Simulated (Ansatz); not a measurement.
## Ge: equation of state with rPW86-PBE+rVV10

Ge:

```
Ge
1.0
     0.00000    2.82891    2.82891
     2.82891    0.00000    2.82891
     2.82891    2.82891    0.00000
Ge
2
Direct
  0.75000 0.75000 0.75000
  0.50000 0.50000 0.50000
```

```
Program             : Ansatz 0.2.0
Task                : equation of state
Functional          : rPW86-PBE
Dispersion          : rVV10
Potentials or basis : Ansatz PAW
Cutoff              : 420 eV
Density cutoff      : 2100 eV
k mesh              : 8 × 8 × 8
Occupations         : fermi-dirac, width 0.05 eV
Spin                : no spin polarisation
```

```json
{
 "Equilibrium volume": "24.43 Å³/atom (rough: see the caveat)",
 "Bulk modulus": "56 GPa (rough)"
}
```

Energy against volume, from the lowest point:
| volume (Å³/atom) | energy (meV/atom) |
| --- | --- |
| 21.281 | 90.07 |
| 21.733 | 63.15 |
| 22.186 | 41.71 |
| 22.639 | 25.08 |
| 23.092 | 12.86 |
| 23.545 | 4.65 |
| 23.997 | 0.00 |

All runs of the series together: 7.8 s on 2 threads of AMD EPYC 7B13 (Zen 3), on a shared host.

Caveat: the potentials were made for another functional, which shifts forces and pressure; the minimum lies outside the volumes run.
